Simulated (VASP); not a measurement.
Here is a VASP 6.6.1 calculation.

Contents of INCAR:

```
SYSTEM = KCl
ALGO = Fast
EDIFF = 1E-7
EDIFFG = -0.01
ENCUT = 600
GGA = PE
IBRION = 2
ISIF = 2
ISMEAR = 0
IVDW = 12
LASPH = .TRUE.
LCHARG = .FALSE.
LREAL = .FALSE.
LWAVE = .FALSE.
NELM = 80
NSW = 40
PREC = Accurate
SIGMA = 0.03
```

File KPOINTS:

```
k-points
0
G
  8 8 8
  0 0 0
```

File POSCAR:

```
KCl                                     
1.0
    3.7594161768      0.0000000000      0.0000000000
    0.0000000000      3.7594161768      0.0000000000
    0.0000000000      0.0000000000      3.7594161768
  K               Cl            
     1     1
Direct
     0.0000000000000000    0.0000000000000000    0.0000000000000000
     0.5000000000000000    0.5000000000000000    0.5000000000000000
```

Potentials or basis: VASP PAW PBE potentials, release 64 (K_sv, Cl).

The run is started by

```bash
$ cat potpaw_PBE.64/K_sv/POTCAR potpaw_PBE.64/Cl/POTCAR > POTCAR
$ mpirun -np 1 vasp_std > vasp.out
```

Problem. Predict the band gap on the k mesh.

Solution. 5.08 eV, indirect (least direct gap 5.29 eV).

Problem. Predict the dispersion energy per atom.

Solution. -0.232 eV.

Final structure:
```cif
data_structure
_symmetry_space_group_name_H-M 'P 1'
_symmetry_Int_Tables_number 1
_cell_length_a 3.7594
_cell_length_b 3.7594
_cell_length_c 3.7594
_cell_angle_alpha 90.000
_cell_angle_beta 90.000
_cell_angle_gamma 90.000
_cell_volume 53.13
loop_
_atom_site_label
_atom_site_type_symbol
_atom_site_fract_x
_atom_site_fract_y
_atom_site_fract_z
_atom_site_occupancy
K1 K 0.00000 0.00000 0.00000 1
Cl1 Cl 0.50000 0.50000 0.50000 1
```

Caveat: the relaxation stopped at its first step, so nothing moved. A k mesh can miss the band edges.
